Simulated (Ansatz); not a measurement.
Crystal: CrCuO2.

```
Cu Cr O
1.0
     1.48670    0.85835    5.70000
    -1.48670    0.85835    5.70000
     0.00000   -1.71669    5.70000
Cu Cr O
1 1 2
Direct
  0.00000 0.00000 0.00000
  0.50000 0.50000 0.50000
  0.89208 0.89208 0.89208
  0.10792 0.10792 0.10792
```

Base run:

* Program: Ansatz 0.2.0
* Functional: PBEsol
* Potentials or basis: all-electron LAPW, scalar-relativistic
* Cutoff: 457 eV (chosen from the basis error)
* Basis error allowed: 0.002 eV/atom
* k mesh: 10 × 10 × 10
* Occupations: fermi-dirac, width 0.05 eV
* Spin: collinear spin, ferromagnetic start
* Starting moments: [0.6, 3.0, 0.0, 0.0] μB
* Hubbard terms: Cr d U = 8 eV, Cu d U = 8 eV

Its results: band gap on the k mesh 2.65 eV, indirect (least direct gap 3.34 eV); pressure 5.7 GPa; net moment 3.00 μB per cell; site moments Cu -0.00; Cr +2.77; O -0.09 μB; largest force 0.185 eV/Å.

**Question.** After a change of settings the same cell gave: band gap on the k mesh 1.54 eV, indirect (least direct gap 1.96 eV); pressure -1.4 GPa; net moment 3.00 μB per cell; site moments Cu +0.01; Cr +2.64; O -0.02 μB; largest force 0.084 eV/Å. Which change was it?
A. hubbard terms from Cr d U = 8 eV, Cu d U = 8 eV to Cr d U = 4 eV, Cu d U = 4 eV
B. hubbard terms from Cr d U = 8 eV, Cu d U = 8 eV to Cr d U = 2 eV, Cu d U = 2 eV
C. hubbard terms from Cr d U = 8 eV, Cu d U = 8 eV to none

**Answer.** B.

Caveats: the magnetic state may not be the lowest; U is the effective U less J, on atomic orbitals that reach past the spheres; only a ferromagnetic start was run, and an antiferromagnetic order may lie lower in energy; the density of states is complete only up to the lowest level of the last band computed.
